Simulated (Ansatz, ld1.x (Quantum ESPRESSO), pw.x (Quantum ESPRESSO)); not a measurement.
## What a changed setting does to a pw.x run (diamond Ca)

Potential: norm-conserving Troullier–Martins (Kleinman–Bylander form), ld1.x (Quantum ESPRESSO) 7.5, PBE; core [Ar], reference 3d0 4s2 4p0; waves: 4p (bound, empty): rc 3.65 bohr; 3d (bound, empty): rc 2.22 bohr; 4s (bound): rc 2.70 bohr; local part: the s channel; core correction: a·sin(br)/r model core inside 0.95 bohr.

The reference run (k-mesh 8³, cutoffs 50/200 Ry, Fermi–Dirac 0.01 Ry, mixing_beta 0.4, conv_thr 1e-9, no spin) gives 0.04 GPa at 79.425 Å³/atom, where all-electron LAPW gives -0.00 GPa. This run, with its own iteration cap, changes nspin = 2 with starting_magnetization to 0.2.

```
&control
  calculation='scf', prefix='x', pseudo_dir='./', outdir='./tmp', tstress=.true., disk_io='none'
/
&system
  ibrav=0, nat=2, ntyp=1, ecutwfc=50, ecutrho=200, nbnd=9,
  occupations='smearing', smearing='fd', degauss=0.01, nspin=2, starting_magnetization(1)=0.2
/
&electrons
  conv_thr=1e-09, mixing_beta=0.4, electron_maxstep=70
/
ATOMIC_SPECIES
Ca 1.0 Ca.UPF
CELL_PARAMETERS angstrom
  0.00000000 4.29852121 4.29852121
  4.29852121 0.00000000 4.29852121
  4.29852121 4.29852121 0.00000000
ATOMIC_POSITIONS crystal
Ca 0.0000 0.0000 0.0000
Ca 0.2500 0.2500 0.2500
K_POINTS automatic
8 8 8 0 0 0
```

```bash
pw.x < Ca.scf.in > Ca.scf.out
```

**Question.** How does the run end?

**Answer.** It converges in 11 iterations; the free energy moves by +0.0 meV/atom and the pressure by +0.00 GPa. The result is that of the reference run.

```
Message from routine setup:
     using ibrav=0 with symmetry is DISCOURAGED, use correct ibrav instead
     lattice parameter (alat)  =      11.4877  a.u.
     unit-cell volume          =    1071.9729 (a.u.)^3
     number of electrons       =         4.00
     number of Kohn-Sham states=            9
     kinetic-energy cutoff     =      50.0000  Ry
     charge density cutoff     =     200.0000  Ry
     scf convergence threshold =      1.0E-09
     Exchange-correlation= PBE
     atomic species   magnetization
     number of k points=    29  Fermi-Dirac smearing, width (Ry)=  0.0100
     iteration #  1     ecut=    50.00 Ry     beta= 0.40
     total energy              =     -25.23832847 Ry
     estimated scf accuracy    <       0.00374159 Ry
     total magnetization       =     0.45 Bohr mag/cell
     absolute magnetization    =     0.45 Bohr mag/cell
     iteration #  2     ecut=    50.00 Ry     beta= 0.40
     total energy              =     -25.23977019 Ry
     estimated scf accuracy    <       0.00099285 Ry
     total magnetization       =     0.36 Bohr mag/cell
     absolute magnetization    =     0.36 Bohr mag/cell
     iteration #  3     ecut=    50.00 Ry     beta= 0.40
     total energy              =     -25.24064969 Ry
     estimated scf accuracy    <       0.00018584 Ry
     total magnetization       =     0.24 Bohr mag/cell
     absolute magnetization    =     0.24 Bohr mag/cell
     iteration #  4     ecut=    50.00 Ry     beta= 0.40
     total energy              =     -25.24093976 Ry
     estimated scf accuracy    <       0.00009052 Ry
     total magnetization       =     0.10 Bohr mag/cell
     absolute magnetization    =     0.10 Bohr mag/cell
     iteration #  5     ecut=    50.00 Ry     beta= 0.40
     total energy              =     -25.24098243 Ry
     estimated scf accuracy    <       0.00002805 Ry
     total magnetization       =     0.11 Bohr mag/cell
     absolute magnetization    =     0.11 Bohr mag/cell
     iteration #  6     ecut=    50.00 Ry     beta= 0.40
     total energy              =     -25.24103515 Ry
     estimated scf accuracy    <       0.00000613 Ry
     total magnetization       =     0.05 Bohr mag/cell
     absolute magnetization    =     0.05 Bohr mag/cell
     iteration #  7     ecut=    50.00 Ry     beta= 0.40
     total energy              =     -25.24104614 Ry
     estimated scf accuracy    <       0.00000162 Ry
     total magnetization       =     0.03 Bohr mag/cell
     absolute magnetization    =     0.03 Bohr mag/cell
     iteration #  8     ecut=    50.00 Ry     beta= 0.40
     total energy              =     -25.24105603 Ry
     estimated scf accuracy    <       0.00000002 Ry
     total magnetization       =     0.01 Bohr mag/cell
     absolute magnetization    =     0.01 Bohr mag/cell
     iteration #  9     ecut=    50.00 Ry     beta= 0.40
     total energy              =     -25.24105665 Ry
     estimated scf accuracy    <       0.00000004 Ry
     total magnetization       =     0.00 Bohr mag/cell
     absolute magnetization    =     0.00 Bohr mag/cell
     iteration # 10     ecut=    50.00 Ry     beta= 0.40
     total energy              =     -25.24105710 Ry
     estimated scf accuracy    <       0.00000001 Ry
     total magnetization       =     0.00 Bohr mag/cell
     absolute magnetization    =     0.00 Bohr mag/cell
     iteration # 11     ecut=    50.00 Ry     beta= 0.40
     the Fermi energy is    -0.0005 ev
!    total energy              =     -25.24105712 Ry
     estimated scf accuracy    <          7.4E-11 Ry
     smearing contrib. (-TS)   =      -0.01446421 Ry
     The total energy is F=E-TS. E is the sum of the following terms:
     one-electron contribution =       1.40275038 Ry
     hartree contribution      =       0.09131183 Ry
     xc contribution           =     -24.06804911 Ry
     ewald contribution        =      -2.65260601 Ry
     total magnetization       =    -0.00 Bohr mag/cell
     absolute magnetization    =     0.00 Bohr mag/cell
     convergence has been achieved in  11 iterations
          total   stress  (Ry/bohr**3)                   (kbar)     P=        0.45
     Message from routine punch:
     Nothing written, as per user request (disk_io='none')
```

The run took about 75 s on one core of a shared host (Neoverse-V2, 96 threads, 742 GiB, load 45).
